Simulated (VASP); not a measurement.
## LiH in VASP: the effect of dispersion

Crystal: LiH.

```
Li H
1.0
     2.50699    0.00000    0.00000
     0.00000    2.50699    0.00000
     0.00000    0.00000    2.50699
Li H
1 1
Direct
  0.50000 0.50000 0.50000
  0.00000 0.00000 0.00000
```

The cell was built by a generator and needn't be a form met in nature.

Alike in all runs:

| Quantity | Value |
| --- | --- |
| Program | VASP 6.6.1 |
| Task | relaxation of cell and atoms |
| Functional | RPBE |
| Potentials or basis | VASP PAW PBE potentials, release 64 (Li_sv, H) |
| Cutoff | 600 eV |
| k mesh | 11 × 11 × 11 |
| Occupations | fermi-dirac, width 0.05 eV |
| Spin | no spin polarisation |

Each run relaxes the cell or the atoms first.

| dispersion | relaxed volume (Å³/atom) | gap on the mesh (eV) |
| --- | --- | --- |
| none | 8.14 | 1.32 |
| D3 | ? | ? |
| D3(BJ) | 5.05 | 1.26 |
| D4 | 7.88 | 1.33 |

Problem. What does the run with dispersion D3 give?

Solution. Relaxed volume 7.37 Å³/atom; gap on the mesh 1.34 eV.

Caveats: the cutoff is under 1.25 times the usual one of these potentials, so pressure, stress and relaxed cells hold a basis-set (Pulay) error; the PAW data sets were made with another functional, which shifts forces and pressure a little; an odd mesh through Γ misses points on the zone boundary, where band edges often lie; the volume moved by over 15 % at a fixed basis, so the end points are rough (some runs); the relaxation stopped at its first step, so nothing moved (some runs).

A gap of «none» marks a metal or a gap under the smearing width.
